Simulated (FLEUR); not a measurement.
Au: equation of state with Wu-Cohen GGA

**Measured values to compare with.**

From “Exploring toroidal anvil profiles for larger sample volumes above 4 Mbar”, 2024, pmc:11102561, for a bulk crystal of Au: bulk modulus 167 GPa.

The system is Au.

```
CELL_PARAMETERS angstrom
0.00000 2.03500 2.03500
2.03500 0.00000 2.03500
2.03500 2.03500 0.00000
ATOMIC_POSITIONS crystal
Au 0.00000 0.00000 0.00000
```

| Quantity | Value |
| --- | --- |
| Program | FLEUR MaX-R8.1 (patched build s14) |
| Task | equation of state |
| Functional | Wu-Cohen GGA |
| Potentials or basis | all-electron |
| Basis | FLAPW |
| Kmax | 3.8 1/bohr |
| k mesh | 11 × 11 × 11 |
| Occupations | fermi-dirac, width 0.05 eV |
| Spin | no spin polarisation |
| Gmax | 11.8 1/bohr |
| Muffin-tin radii | Au 2.47 bohr |
| lmax | Au 10 |
| Local orbitals a species | Au 5 |

- Equilibrium volume: 17.14 Å³/atom
- Bulk modulus: 173 GPa
- Pressure derivative of the bulk modulus: 6.1 (rough: it moves with the points fitted)

Energy against volume, from the lowest point:
```
volume (Å³/atom)  energy (meV/atom)
          15.843              61.02
          16.181              30.55
          16.855               0.00
          17.529               1.80
          17.866              12.27
```

A measured bulk modulus of Au is 167 GPa (quoted in “Exploring toroidal anvil profiles for larger sample volumes above 4 Mbar”, 2024, pmc:11102561); the calculated 173 GPa misses it by +3.3 %. The fit is for a static lattice scaled at fixed shape and fixed fractional positions.

Spin-orbit coupling is left out, which matters for the levels of Au.
